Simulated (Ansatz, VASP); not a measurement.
Given: the input of a run of VASP 6.6.1 on P.

File INCAR:

```
SYSTEM = P
PREC = Accurate
ENCUT = 520
EDIFF = 1E-7
ISMEAR = -1
SIGMA = 0.05
LREAL = .FALSE.
LASPH = .TRUE.
NELM = 100
ALGO = Normal
ISIF = 2
LWAVE = .FALSE.
LCHARG = .FALSE.
GGA = PE
NBANDS = 18
```

KPOINTS

```
regular mesh
0
G
  8 8 6
  0 0 0
```

File POSCAR:

```
P
1.0
    1.6586556482     -5.5012310827      0.0000000000
    1.6586556482      5.5012310827      0.0000000000
    0.0000000000      0.0000000000      4.5737267689
P
4
Direct
    0.9041431300      0.0958568700      0.5888151700
    0.0958568700      0.9041431300      0.4111848300
    0.5958568700      0.4041431300      0.0888151700
    0.4041431300      0.5958568700      0.9111848300
```

Potentials or basis: VASP PAW PBE potentials, release 64 (P).

Run with:

```bash
$ cat potpaw_PBE.64/P/POTCAR > POTCAR
$ mpirun -np 1 vasp_std > vasp.out
```

**Question.** Translate it to Ansatz 0.2.0. Potentials there: Ansatz PAW.

**Answer.** As run (the cutoff follows the program's own potentials):

input.yaml

```yaml
crystal:
  lattice:
    - [1.6586556482, -5.5012310827, 0.0]
    - [1.6586556482, 5.5012310827, 0.0]
    - [0.0, 0.0, 4.5737267689]
  atoms:
    - { symbol: P, position: [0.90414313, 0.09585687, 0.58881517] }
    - { symbol: P, position: [0.09585687, 0.90414313, 0.41118483] }
    - { symbol: P, position: [0.59585687, 0.40414313, 0.08881517] }
    - { symbol: P, position: [0.40414313, 0.59585687, 0.91118483] }
hamiltonian:
  xc: pbe
  pseudopotentials: { kind: paw }
kpoints:
  mp_grid: { grid: [8, 8, 6] }
scf:
  occupations: { method: fermi_dirac, width: 0.05 }
output:
  forces: true
  stress: true
  eigenvalues: true
```

Potentials or basis: Ansatz PAW.

Run with:

```bash
$ ansatz run input.yaml --threads 1 --pin off --max-ram 3584MiB --backend cpu --events-out ev --progress --plain --runs-dir out
```

Both were run:

|  | VASP | Ansatz | Ansatz less VASP |
| --- | --- | --- | --- |
| gap on the k mesh at the Fermi level (eV) | 0.15 | 0.13 | -0.016 |
| least direct gap on the mesh (eV) | 0.15 | 0.13 | -0.016 |
| pressure (GPa) | 0.2 | 0.5 | +0.32 |
| largest component of the traceless stress (GPa) | 0.53 | 0.53 | 0.000 |
| rms of the force components (eV/Å) | 0.085 | 0.108 | +0.0229 |

Atom by atom the forces differ by 0.030 eV/Å (rms over components).

A k mesh can miss the band edges.
